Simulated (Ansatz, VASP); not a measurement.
## One calculation of Pt, two programs

```
Pt
1.0
    -0.01958    1.94811    1.94811
     1.94811   -0.01958    1.94811
     1.94811    1.94811   -0.01958
Pt
1
Direct
  0.00000 0.00000 0.00000
```

Change from the starting cell: equal xy, yz and zx shear strains of -1 %.

Alike in both runs: task single point; functional PBE; k mesh 18 × 18 × 18; occupations fermi-dirac, width 0.03 eV; no spin polarisation.

|  | VASP | Ansatz |
| --- | --- | --- |
| version | VASP 6.6.1 | Ansatz 0.2.0 |
| potentials or method | VASP PAW PBE potentials, release 64 (Pt), cutoff 520 eV | all-electron LAPW, scalar-relativistic |

Ansatz gave:

| Item | Value |
| --- | --- |
| pressure (GPa) | 11.5 |
| largest component of the traceless stress (GPa) | 0.77 |

Task: Estimate VASP's values.

Result: Pressure (GPa): 11.0; largest component of the traceless stress (GPa): 0.78.

Ansatz ran all-electron here, so the differences hold the error of VASP's frozen core and of both bases.

The runs have no spin-orbit coupling, so splittings on Pt are missing.
